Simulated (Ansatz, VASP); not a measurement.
This is a calculation of GaAs for VASP 6.6.1.

File INCAR:

```
PREC = Accurate
ENCUT = 520
EDIFF = 1E-6
ISMEAR = 0
SIGMA = 0.027000000000000003
LREAL = F
LASPH = T
NELM = 100
ALGO = Normal
ISIF = 2
LWAVE = F
LCHARG = F
GGA = PE
```

KPOINTS

```
Automatic mesh
0
Gamma
  8 8 8
```

The input POSCAR:

```
GaAs
1.0
    0.0000000000      2.8268500000      2.8268500000
    2.8268500000      0.0000000000      2.8268500000
    2.8268500000      2.8268500000      0.0000000000
As Ga
1 1
Direct
    0.7500000000      0.7500000000      0.7500000000
    0.0000000000      0.0000000000      0.0000000000
```

Potentials or basis: VASP PAW PBE potentials, release 64 (As, Ga_d).

Launch:

```sh
$ cat potpaw_PBE.64/As/POTCAR potpaw_PBE.64/Ga_d/POTCAR > POTCAR
$ mpirun -np 1 vasp_std > vasp.out
```

Task: Translate it to Ansatz 0.2.0. Potentials there: Ansatz PAW.

Result: As run (the cutoff follows the program's own potentials):

The input input.yaml:

```yaml
crystal:
  lattice:
    - [0.0, 2.82685, 2.82685]
    - [2.82685, 0.0, 2.82685]
    - [2.82685, 2.82685, 0.0]
  atoms:
    - { symbol: As, position: [0.75, 0.75, 0.75] }
    - { symbol: Ga, position: [0.0, 0.0, 0.0] }
hamiltonian:
  xc: pbe
  pseudopotentials: { kind: paw }
kpoints:
  mp_grid: { grid: [8, 8, 8] }
scf:
  occupations: { method: gaussian, width: 0.027 }
output:
  forces: true
  stress: true
  eigenvalues: true
```

Potentials or basis: Ansatz PAW.

Command:

```sh
$ ansatz run input.yaml --threads 2 --pin off --max-ram 5632MiB --backend cpu --events-out ev --progress --plain --runs-dir out
```

Both were run:

|  | VASP | Ansatz | Ansatz less VASP |
| --- | --- | --- | --- |
| gap on the k mesh at the Fermi level (eV) | 0.52 | 0.52 | -0.005 |
| least direct gap on the mesh (eV) | 0.52 | 0.52 | -0.005 |
| pressure (GPa) | 3.4 | 3.3 | -0.18 |

The two sets of potentials don't hold the same shells in valence.

A k mesh can miss the band edges. As with any semilocal functional, this PBE gap is likely too small.
